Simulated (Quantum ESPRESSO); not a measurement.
Ti:

```xyz
3
Lattice="4.5674 0.0000 0.0000 -2.2837 3.9555 0.0000 0.0000 0.0000 2.8262" Properties=species:S:1:pos:R:3 pbc="T T T"
Ti    0.0192    0.2083    0.1369
Ti    0.0192    2.8453    1.5500
Ti    2.2453    0.9018    1.1394
```

This isn't the form of Ti at room conditions, which is hcp.

* Program: Quantum ESPRESSO 7.5
* Task: relaxation of the atoms
* Functional: BLYP
* Dispersion: D3
* Potentials or basis: PseudoDojo 0.4.1 SR PBE standard
* Cutoff: 1143 eV
* Density cutoff: 4572 eV
* k mesh: 3 × 3 × 4
* Occupations: methfessel-paxton, width 0.1 eV
* Spin: no spin polarisation

At the start: volume 17.02 Å³/atom.

Q: Where does the relaxation end?

A: Over 20 steps the energy falls by 408.9 meV/atom; space group P6/mmm (No. 191, to 0.05 Å).

The path:
```csv
step,energy change (eV),largest force (eV/Å)
1,0.0000,3.2279
2,-0.3659,2.7930
3,-0.6877,2.0874
4,-0.9672,1.2008
5,-1.0767,0.5745
6,-1.1023,0.4953
7,-1.1312,0.5436
8,-1.1623,0.5774
9,-1.1830,0.4633
10,-1.2035,0.2748
11,-1.2147,0.1909
12,-1.2181,0.1625
13,-1.2214,0.1113
14,-1.2253,0.0844
15,-1.2239,0.1399
16,-1.2255,0.0881
17,-1.2258,0.0754
18,-1.2262,0.0565
19,-1.2265,0.0246
20,-1.2266,0.0106
```

Final structure:
```
Ti
1.0
     4.56737    0.00000    0.00000
    -2.28369    3.95546    0.00000
     0.00000    0.00000    2.82624
Ti
3
Direct
  0.00005 0.00005 0.00001
  0.33519 0.67270 0.50070
  0.66476 0.32725 0.49929
```

Caveat: the k mesh is coarse (spacing up to 0.56 Å⁻¹), so the values aren't converged; the potentials were made for another functional, which shifts forces and pressure; pairwise dispersion overbinds metals, which lowers pressure and volume.
